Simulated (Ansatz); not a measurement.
# A short bond in S (diamond type)

```xyz
2
Lattice="0.0000 2.7698 2.7698 2.7698 0.0000 2.7698 2.7698 2.7698 0.0000" Properties=species:S:1:pos:R:3 pbc="T T T"
S    -0.6925   -0.6925   -0.6925
S     0.6925    0.6925    0.6925
```

This is a prototype cell at a chosen volume, and whether it is the ground state is a separate question.

Its shortest bond, of 2.399 Å between atom 1 (S) and the nearest image of atom 2 (S), is scaled by moving both atoms along it, with the cell held. The force apart is half the difference of the two atoms' forces along the bond; it holds the pull and push of their other neighbours too.

All numbers are PBE results (scalar-relativistic) from Ansatz 0.2.0, with a Γ-centred 9×9×9 k mesh, Fermi–Dirac smearing of 0.05 eV, no spin polarisation. Methods: LAPW: all electrons, basis error target 1 meV/atom; PAW: frozen-core files, cutoff 420 eV; crystal datasets: all electrons, by PAW datasets that the program makes for each cell; PAW (partial waves polarizable): frozen-core files, cutoff 420 eV.

Energies are extrapolated to zero smearing and count from the unscaled cell; pressure is positive in compression; gaps take the mesh and a band path. No temperature or zero-point motion is included.

```tsv
bond (Å)	force apart (eV/Å)	P LAPW (GPa)	ΔE LAPW (eV/atom)	P PAW − LAPW (GPa)	ΔE PAW − LAPW (meV/atom)	force PAW − LAPW (eV/Å)
2.399	0.00	7.40	0.000	-0.03	0.0	0.000
2.255	?	6.93	-0.105	-0.03	0.1	0.003
2.111	-2.94	7.52	-0.315	-0.03	0.4	0.004
1.967	-1.37	10.26	-0.482	-0.03	0.7	0.006
1.823	2.76	17.55	-0.452	0.01	1.5	0.018
```

Task: What belongs in the row "2.255", column "force apart (eV/Å)"?

Result: -2.51.

Task: At the last bond length, how far do crystal datasets and PAW (partial waves polarizable) lie from LAPW in pressure and in the largest force component?

Result: crystal datasets: -0.01 GPa, 0.000 eV/Å; PAW (partial waves polarizable): +0.01 GPa, 0.010 eV/Å, on a LAPW pressure of 17.55 GPa.

Task: How do the Löwdin populations by LAPW change from the unscaled cell to the last row, on the two atoms of the bond?

Result: S1 3s 1.94 → 1.82, S1 3p 3.98 → 4.07, S2 3s 1.94 → 1.82, S2 3p 3.98 → 4.07 electrons an atom. These are projections on the shells that the free atoms fill; 0.16 e a cell lies outside them at the start and 0.22 e at the end.
